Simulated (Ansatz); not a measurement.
**hcp against bcc along group 14**

Computed with DFT, RPBE, plane waves (420 eV) with PAW, scalar-relativistic in Ansatz 0.2.0. The PAW files were generated under PBE, with cores re-solved for the functional.

Each structure is relaxed within its symmetry, in the lowest magnetic state of the tried starts. Differences under about 8 meV lie within the error of the k-point mesh.

```
element  E(hcp) − E(bcc) (meV/atom)  V(hcp) (Å³/atom)  V(bcc) (Å³/atom)       state of hcp       state of bcc
     Si                         -13             14.57             14.80  spin not included  spin not included
     Ge                           0             19.84             19.83  spin not included  spin not included
     Sn                         -14             28.56             28.41  spin not included  spin not included
     Pb                         -24             33.19             33.20  spin not included  spin not included
```
